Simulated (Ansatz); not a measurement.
The system is Yb.

```
Yb
1.0
     0.00000    2.74310    2.74310
     2.74310    0.00000    2.74310
     2.74310    2.74310    0.00000
Yb
1
Cartesian
  0.0000 0.0000 0.0000
```

Alike in all runs: program Ansatz 0.2.0; functional PBEsol; potentials or basis Ansatz PAW; cutoff 420 eV (not typed: the program's choice for these potentials); k mesh 7 × 7 × 7; occupations fermi-dirac, width 0.05 eV.

Starts and where they ended:

```csv
start,free energy over the lowest (meV/atom),net moment (μB),site or absolute moments (μB),gap
"collinear spin, program default start; fixed moment 0",0.0,0.00,-,-
"collinear spin, ferromagnetic start of up to 0.8 μB; fixed moment 0.8",139.5,0.80,Yb +0.51,-
"collinear spin, ferromagnetic start of up to 1 μB; fixed moment 1",212.6,1.00,Yb +0.64,-
"collinear spin, ferromagnetic start of up to 0.2 μB; fixed moment 0.2",4.4,0.20,Yb +0.11,-
"collinear spin, ferromagnetic start of up to 0.5 μB; fixed moment 0.5",52.7,0.50,Yb +0.32,-
"collinear spin, ferromagnetic start of up to 1.5 μB; fixed moment 1.5",459.0,1.50,Yb +0.95,-
"collinear spin, ferromagnetic start of up to 1.2 μB; fixed moment 1.2",297.7,1.20,Yb +0.76,-
"collinear spin, ferromagnetic start of up to 2 μB; fixed moment 2",819.5,2.00,Yb +1.28,-
```

All polarised runs hold their moment fixed, so the table maps the energy against it. A still lower state may exist.

Caveats: spin-orbit coupling is left out, which moves the levels of the heavy elements; the total moment is fixed, so each spin has its own Fermi level.
